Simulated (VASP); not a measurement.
# Au (Fm-3m) in VASP: further runs

The runs below take Au through relaxation of cell and atoms, with PBE+D3(BJ).

All numbers are computed with VASP 6.6.1; they aren't measurements. Logs are shortened: lines on timing, memory, paths and dates and some standing lists are left out, and cuts for length are marked.

## 1. The structure

Symmetry: Fm-3m, No. 225, cubic system. The conventional cell has a = 4.070 Å, b = 4.070 Å, c = 4.070 Å, α = 90.00°, β = 90.00°, γ = 90.00°. Au (site symmetry m-3m) is surrounded by 12 Au at 2.88 Å.

## 2. Relaxation of cell and atoms, PBE+D3(BJ)

INCAR reads:

```
SYSTEM = Au
ALGO = Normal
EDIFF = 1E-6
EDIFFG = -0.01
ENCUT = 600
GGA = PE
IBRION = 2
ISIF = 3
ISMEAR = 1
IVDW = 12
LASPH = .True.
LCHARG = .False.
LREAL = .False.
LWAVE = .False.
NELM = 80
NSW = 90
PREC = Accurate
SIGMA = 0.1
```

KPOINTS reads:

```
k-points
0
Gamma
  18 18 18
  0 0 0
```

POSCAR reads:

```
Au
1.0
    0.0000000000      2.0350000000      2.0350000000
    2.0350000000      0.0000000000      2.0350000000
    2.0350000000      2.0350000000      0.0000000000
Au
1
Direct
    0.0000000000      0.0000000000      0.0000000000
```

Potentials or basis: VASP PAW PBE potentials, release 64 (Au).

Command:

```console
$ cat potpaw_PBE.64/Au/POTCAR > POTCAR
$ mpirun -np 1 vasp_std > vasp.out
```

OUTCAR:

```text
SYSTEM = Au
   EDIFF = 1E-6
   EDIFFG = -0.01
   ENCUT = 600
   GGA = PE
   IBRION = 2
   ISIF = 3
   ISMEAR = 1
   IVDW = 12
   LASPH = .True.
   LREAL = .False.
   NELM = 80
   NSW = 90
   PREC = Accurate
 IVDW          = 12

 ion  position               nearest neighbor table
   1  0.000  0.000  0.000-

  LATTYP: Found a face centered cubic cell.
 ALAT       =     4.0700000000

  Lattice vectors:

 A1 = (   0.0000000000,   2.0350000000,   2.0350000000)
 A2 = (   2.0350000000,   0.0000000000,   2.0350000000)
 A3 = (   2.0350000000,   2.0350000000,   0.0000000000)

Analysis of symmetry for initial positions (statically):
=====================================================================
 Subroutine PRICEL returns:
 Original cell was already a primitive cell.

 Routine SETGRP: Setting up the symmetry group for a
 face centered cubic supercell.

 Subroutine GETGRP returns: Found 48 space group operations
 (whereof 48 operations were pure point group operations)
 out of a pool of 48 trial point group operations.

The static configuration has the point symmetry O_h .

Analysis of symmetry for dynamics (positions and initial velocities):
=====================================================================
 Subroutine PRICEL returns:
 Original cell was already a primitive cell.

 Routine SETGRP: Setting up the symmetry group for a
 face centered cubic supercell.

 Subroutine GETGRP returns: Found 48 space group operations
 (whereof 48 operations were pure point group operations)
 out of a pool of 48 trial point group operations.

The dynamic configuration has the point symmetry O_h .

 Subroutine INISYM returns: Found 48 space group operations
 (whereof 48 operations are pure point group operations),
 and found     1 'primitive' translations

----------------------------------------------------------------------------------------

                                     Primitive cell

  volume of cell :      16.8548

  direct lattice vectors                    reciprocal lattice vectors
     0.000000000  2.035000000  2.035000000    -0.245700246  0.245700246  0.245700246
     2.035000000  0.000000000  2.035000000     0.245700246 -0.245700246  0.245700246
     2.035000000  2.035000000  0.000000000     0.245700246  0.245700246 -0.245700246

  length of vectors
     2.877924599  2.877924599  2.877924599     0.425565309  0.425565309  0.425565309

  position of ions in fractional coordinates (direct lattice)
     0.000000000  0.000000000  0.000000000

  ion indices of the primitive-cell ions
   primitive index   ion index
                 1           1

----------------------------------------------------------------------------------------

 KPOINTS: k-points

Automatic generation of k-mesh.
 Grid dimensions read from file:
 generate k-points for:   18   18   18

 Generating k-lattice:

  Cartesian coordinates                     Fractional coordinates (reciprocal lattice)
    -0.013650014  0.013650014  0.013650014     0.055555556  0.000000000  0.000000000
     0.013650014 -0.013650014  0.013650014     0.000000000  0.055555556  0.000000000
     0.013650014  0.013650014 -0.013650014     0.000000000  0.000000000  0.055555556

  Length of vectors
     0.023642517  0.023642517  0.023642517

  Shift w.r.t. Gamma in fractional coordinates (k-lattice)
     0.000000000  0.000000000  0.000000000

 Subroutine IBZKPT returns following result:
 ===========================================

 Found    195 irreducible k-points:

 Following reciprocal coordinates:
            Coordinates               Weight
  0.000000  0.000000  0.000000      1.000000
  0.055556  0.000000  0.000000      8.000000
  0.111111  0.000000  0.000000      8.000000
  0.166667  0.000000  0.000000      8.000000
  0.222222  0.000000  0.000000      8.000000
  0.277778  0.000000  0.000000      8.000000
[... 16 lines left out ...]
 -0.277778  0.055556  0.000000     24.000000
 -0.222222  0.055556  0.000000     24.000000
 [... further k-points ...]
   k-points           NKPTS =    195   k-points in BZ     NKDIM =    195   number of bands    NBANDS=      9
   number of dos      NEDOS =    301   number of ions     NIONS =      1
   total plane-waves  NPLWV =  13824
   dimension x,y,z NGX =    24 NGY =   24 NGZ =   24
   dimension x,y,z NGXF=    48 NGYF=   48 NGZF=   48
   ions per type =               1
   NGX,Y,Z   is equivalent  to a cutoff of  13.86, 13.86, 13.86 a.u.
   NGXF,Y,Z  is equivalent  to a cutoff of  27.73, 27.73, 27.73 a.u.
 SYSTEM =  Au
   PREC   = accura    normal or accurate (medium, high low for compatibility)
   ISTART =      0    job   : 0-new  1-cont  2-samecut
   ICHARG =      2    charge: 1-file 2-atom 10-const
   ISPIN  =      1    spin polarized calculation?
   LNONCOLLINEAR =      F non collinear calculations
   LSORBIT =      F    spin-orbit coupling
   LASPH  =      T    aspherical Exc in radial PAW
   ENCUT  =  600.0 eV  44.10 Ry    6.64 a.u.   5.75  5.75  5.75*2*pi/ulx,y,z
   NELM   =     80;   NELMIN=  2; NELMDL= -5     # of ELM steps
   EDIFF  = 0.1E-05   stopping-criterion for ELM
   LREAL  =      F    real-space projection
   EDIFFG = -.1E-01   stopping-criterion for IOM
   NSW    =     90    number of steps for IOM
   IBRION =      2    ionic relax: 0-MD 1-quasi-New 2-CG
   NFREE  =      1    steps in history (QN), initial steepest desc. (CG)
   ISIF   =      3    stress and relaxation
   ISYM   =      2    0-nonsym 1-usesym 2-fastsym
   POTIM  = 0.5000    time-step for ionic-motion
   TEBEG  =    0.0;   TEEND  =   0.0 temperature during run
   PSTRESS=    0.0 pullay stress
   NELECT =      11.0000    total number of electrons
   NUPDOWN=      -1.0000    fix difference up-down
   EMIN   =  10.00;   EMAX   =-10.00  energy-range for DOS
   EFERMI =   0.00;   METHOD = LEGACY
   ISMEAR =     1;   SIGMA  =   0.10  broadening in eV -4-tet -1-fermi 0-gaus
   EFERMI_NEDOS =   21; number of points for ismear=-14 and -15
   IALGO  =     38    algorithm
   IMIX   =      4    mixing-type and parameters
     AMIX     =   0.40;   BMIX     =  1.00
     AMIX_MAG =   1.60;   BMIX_MAG =  1.00
  volume/ion in A,a.u.               =      16.85       113.74
  Fermi-wavevector in a.u.,A,eV,Ry     =   1.420032  2.683470 27.436005  2.016489
  Thomas-Fermi vector in A             =   2.540990
   LORBIT       =      0    0 simple, 1 ext, 2 COOP (PROOUT), +10 PAW based schemes
   GGA     = PE    functional components
   LHFCALC =     F    Hartree Fock is set to
   AEXX    =    0.0000 exact exchange contribution
   IVDW    =    12    specifies the selected vdW correction
   LEPSILON=     F    determine dielectric tensor
   LRPA    =     F    only Hartree local field effects (RPA)
 conjugate gradient relaxation of ions
 non-spin polarized calculation
 Methfessel and Paxton  Order N= 1 SIGMA  =   0.10
  energy-cutoff  :      600.00
  volume of cell :       16.85
 maximum number of plane-waves:       588
   NGX = 11   NGY = 11   NGZ = 11

--------------------------------------- Ionic step        1  -------------------------------------------

 number of electron      10.9999999 magnetization

 Free energy of the ion-electron system (eV)
  ---------------------------------------------------
  ext. energy  EPLUGINS =         0.00000000
  ---------------------------------------------------
  free energy    TOTEN  =        -3.18735268 eV

  energy without entropy =       -3.18719938  energy(sigma->0) =       -3.18730158

------------------------ aborting loop because EDIFF is reached ----------------------------------------

 Edisp (eV)   -0.67316

 E8    (eV) :    -0.3026

  FORCE on cell =-STRESS in cart. coord.  units (eV):
  Direction    XX          YY          ZZ          XY          YZ          ZX
  --------------------------------------------------------------------------------------
  -------------------------------------------------------------------------------------
  Total       0.42774     0.42774     0.42774     0.00000    -0.00000     0.00000
  in kB      40.65973    40.65973    40.65973     0.00000    -0.00000     0.00000
  external pressure =       40.66 kB  Pullay stress =        0.00 kB

 VOLUME and BASIS-vectors are now :
 -----------------------------------------------------------------------------
  energy-cutoff  :      600.00
  volume of cell :       16.85
      direct lattice vectors                 reciprocal lattice vectors
     0.000000000  2.035000000  2.035000000    -0.245700246  0.245700246  0.245700246
     2.035000000  0.000000000  2.035000000     0.245700246 -0.245700246  0.245700246
     2.035000000  2.035000000  0.000000000     0.245700246  0.245700246 -0.245700246
[... 40 lines left out ...]
 POSITION                                       TOTAL-FORCE (eV/Angst)
 -----------------------------------------------------------------------------------
      0.00000      0.00000      0.00000         0.000000     -0.000000      0.000000
 -----------------------------------------------------------------------------------
    total drift:                               -0.000000      0.000000      0.000000

  FREE ENERGIE OF THE ION-ELECTRON SYSTEM (eV)
  ---------------------------------------------------
  free  energy   TOTEN  =        -3.8530327878 eV

  energy  without entropy=       -3.8529090696  energy(sigma->0) =       -3.85299155

--------------------------------------- Ionic step        3  -------------------------------------------

 number of electron      11.0000001 magnetization

 Free energy of the ion-electron system (eV)
  ---------------------------------------------------
  ext. energy  EPLUGINS =         0.00000000
  ---------------------------------------------------
  free energy    TOTEN  =        -3.20830153 eV

  energy without entropy =       -3.20814527  energy(sigma->0) =       -3.20824945

 E-fermi :   9.2424     XC(G=0): -12.6431

 val. band max:        9.2406280152   @ k =   0.5000   0.2778   0.1111
 cond. band min:       9.2529170465   @ k =   0.5000   0.1667   0.0556
 fundamental gap:      0.0122890314
 Fermi energy:         9.2424431381

 k-point     1 :       0.0000    0.0000    0.0000
  band No.  band energies     occupation
      1      -0.4554      2.00000
      2       4.6455      2.00000
      3       4.6455      2.00000
      4       4.6455      2.00000
      5       6.1278      2.00000
      6       6.1278      2.00000
      7      23.8090      0.00000
      8      27.7388      0.00000
      9      27.7388      0.00000

 k-point     2 :       0.0556    0.0000    0.0000
  band No.  band energies     occupation
      1      -0.3487      2.00000
      2       4.6107      2.00000
      3       4.6822      2.00000
      4       4.6822      2.00000
      5       6.1111      2.00000
      6       6.1111      2.00000
      7      23.9339      0.00000
      8      27.0250      0.00000
      9      27.8640      0.00000
[... 253 lines left out ...]
 k-point    24 :      -0.2222    0.0556    0.0000
  band No.  band energies     occupation
      1       1.3229      2.00000
      2       4.3889      2.00000
      3       4.9451      2.00000
      4       4.9812      2.00000
      5       6.0371      2.00000
      6       6.5088      2.00000
      7      20.7785      0.00000
      8      24.8560      0.00000
      9      27.6958      0.00000

 [... further k-points ...]

------------------------ aborting loop because EDIFF is reached ----------------------------------------

 Edisp (eV)   -0.65707

 E8    (eV) :    -0.2953

  FORCE on cell =-STRESS in cart. coord.  units (eV):
  Direction    XX          YY          ZZ          XY          YZ          ZX
  --------------------------------------------------------------------------------------
  -------------------------------------------------------------------------------------
  Total      -0.00313    -0.00313    -0.00313     0.00000     0.00000     0.00000
  in kB      -0.29107    -0.29107    -0.29107     0.00000     0.00000     0.00000
  external pressure =       -0.29 kB  Pullay stress =        0.00 kB

 VOLUME and BASIS-vectors are now :
 -----------------------------------------------------------------------------
  energy-cutoff  :      600.00
  volume of cell :       17.25
      direct lattice vectors                 reciprocal lattice vectors
    -0.000000000  2.050874083  2.050874083    -0.243798488  0.243798488  0.243798488
     2.050874083 -0.000000000  2.050874083     0.243798488 -0.243798488  0.243798488
     2.050874083  2.050874083  0.000000000     0.243798488  0.243798488 -0.243798488

 POSITION                                       TOTAL-FORCE (eV/Angst)
 -----------------------------------------------------------------------------------
      0.00000      0.00000      0.00000         0.000000      0.000000      0.000000
 -----------------------------------------------------------------------------------
    total drift:                                0.000000      0.000000     -0.000000

  FREE ENERGIE OF THE ION-ELECTRON SYSTEM (eV)
  ---------------------------------------------------
  free  energy   TOTEN  =        -3.8653678378 eV

  energy  without entropy=       -3.8652115811  energy(sigma->0) =       -3.86531575

 reached required accuracy - stopping structural energy minimisation
```

Wall time 66 s (1 thread of Intel Xeon Platinum 8375C at 2.90GHz (Ice Lake), shared host); peak memory 0.18 GiB.

Results:

- Free energy: -3.8654 eV
- Relaxed volume: 17.25 Å³/atom
- Relaxed cell: a = 2.900 Å, b = 2.900 Å, c = 2.900 Å, α = 60.00°, β = 60.00°, γ = 60.00°
- Space group after relaxing (to 0.05 Å): Fm-3m (No. 225)
- Energy gained by relaxing: 4.9 meV/atom
- Ionic steps: 3
- Pressure after relaxing: 0.0 GPa
- Band gap on the k mesh: none (metal or under the smearing width)
- Dispersion energy per atom: -0.657 eV

Step by step:
```tsv
step	energy change (eV)	largest force (eV/Å)	pressure (GPa)	volume (Å³)
1	0.0000	0.0000	4.07	16.85
2	0.0075	0.0000	-5.63	17.92
3	-0.0049	0.0000	-0.03	17.25
```

Final structure:
```
CELL_PARAMETERS angstrom
0.00000 2.05087 2.05087
2.05087 0.00000 2.05087
2.05087 2.05087 0.00000
ATOMIC_POSITIONS crystal
Au 0.00000 0.00000 0.00000
```

Levels at points of the mesh, in eV from the Fermi level:
```csv
k point,band 2,band 3,band 4,band 5,band 6,band 7,band 8,band 9
"(0.00, 0.00, 0.00)",-4.60,-4.60,-4.60,-3.11,-3.11,14.57,18.50,18.50
"(0.50, 0.00, 0.00)",-4.63,-4.63,-1.94,-1.94,-0.87,3.03,14.01,17.07
"(0.50, 0.50, 0.00)",-6.61,-1.98,-1.62,-1.62,1.08,5.70,10.00,10.00
```

Caveat: pairwise dispersion overbinds metals, which lowers pressure and volume.

## 3. Relaxation of cell and atoms, PBE+D3(BJ)

This run uses another cell than the first one, of 17.25 Å³/atom, 1.024 times its volume.

INCAR: that of step 2 with these lines changed.

```diff
@@ -2,4 +2,4 @@
 ALGO = Normal
-EDIFF = 1E-6
-EDIFFG = -0.01
+EDIFF = 1E-7
+EDIFFG = -0.005
 ENCUT = 600
```

KPOINTS is that of step 2.

POSCAR reads:

```
Au                                      
1.0
   -0.0000000000      2.0508740828      2.0508740828
    2.0508740828     -0.0000000000      2.0508740828
    2.0508740828      2.0508740828      0.0000000000
  Au            
     1
Direct
     0.0000000000000000    0.0000000000000000    0.0000000000000000
```

Potentials or basis: VASP PAW PBE potentials, release 64 (Au).

Command:

```console
$ cat potpaw_PBE.64/Au/POTCAR > POTCAR
$ mpirun -np 1 vasp_std > vasp.out
```

Run time: 28 s. Hardware: 1 thread of Intel Xeon Platinum 8375C at 2.90GHz (Ice Lake), shared host; peak memory 0.18 GiB.

The run converged. Its results:

* Free energy: -3.8655 eV
* Pressure after relaxing: 0.0 GPa
* Band gap on the k mesh: none (metal or under the smearing width)
* Dispersion energy per atom: -0.657 eV

Final structure:
```yaml
crystal:
  lattice:
    - [0.00000, 2.05087, 2.05087]
    - [2.05087, 0.00000, 2.05087]
    - [2.05087, 2.05087, 0.00000]
  atoms:
    - { symbol: Au, position: [0.00000, 0.00000, 0.00000] }
```

Levels at points of the mesh, in eV from the Fermi level:
| k point | band 3 | band 4 | band 5 | band 6 | band 7 | band 8 | band 9 |
| --- | --- | --- | --- | --- | --- | --- | --- |
| (0.00, 0.00, 0.00) | -4.60 | -4.60 | -3.11 | -3.11 | 14.57 | 18.50 | 18.50 |
| (0.50, 0.00, 0.00) | -4.63 | -1.94 | -1.94 | -0.87 | 3.03 | 14.01 | 17.07 |
| (0.50, 0.50, 0.00) | -1.98 | -1.62 | -1.62 | 1.08 | 5.70 | 10.00 | 10.00 |

Caveat: the relaxation stopped at its first step, so nothing moved; pairwise dispersion overbinds metals, which lowers pressure and volume. Spin-orbit coupling is left out, which matters for the levels of Au.
